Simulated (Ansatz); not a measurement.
Yb:

```
Yb
1.0
     0.00000    2.74310    2.74310
     2.74310    0.00000    2.74310
     2.74310    2.74310    0.00000
Yb
1
Cartesian
  0.0000 0.0000 0.0000
```

| Item | Value |
| --- | --- |
| Program | Ansatz 0.2.0 |
| Task | relaxation of cell and atoms |
| Functional | LDA |
| Potentials or basis | all-electron LAPW, scalar-relativistic |
| Basis error allowed | 0.0005 eV/atom |
| k mesh | 8 × 8 × 8 |
| Occupations | fermi-dirac, width 0.01 eV |
| Spin | collinear spin, ferromagnetic start, moments held on the sites |
| Starting moments | [1.0] μB |
| Hubbard terms | Yb f U = 4 eV |

At the start: volume 41.28 Å³/atom.

Task: Where does the relaxation end?

Result: Over 8 steps the energy falls by 394.7 meV/atom and the volume is 27.40 Å³/atom (-33.6 %); space group Fm-3m (No. 225, to 0.05 Å); moment 1.16 μB per cell.

The path:
```tsv
step	energy change (eV)	largest force (eV/Å)	volume (Å³)
1	0.0000	0.0000	41.28
2	-0.2333	0.0000	35.53
3	-0.3686	0.0000	30.35
4	-0.3932	0.0000	26.91
5	-0.3943	0.0000	27.72
6	-0.3946	0.0000	27.49
7	-0.3947	0.0000	27.40
8	-0.3947	0.0000	27.40
```

Final structure:
```
CELL_PARAMETERS angstrom
0.00000 2.39290 2.39290
2.39290 0.00000 2.39290
2.39290 2.39290 0.00000
ATOMIC_POSITIONS crystal
Yb 0.00000 0.00000 0.00000
```

Caveat: the magnetic state may not be the lowest; an open f shell can end in a state above the lowest; the electronic state changed during the relaxation; the volume moved by over 15 % at a fixed basis, so the end points are rough; the typed start of the occupations wasn't kept; the SCF stop doesn't bound the stress; each atom's moment is held at its typed value, so this isn't a free magnetic state; U is the effective U less J, on atomic orbitals that reach past the spheres; the volume moved by -34 % from the deposited cell, more than functionals usually miss.
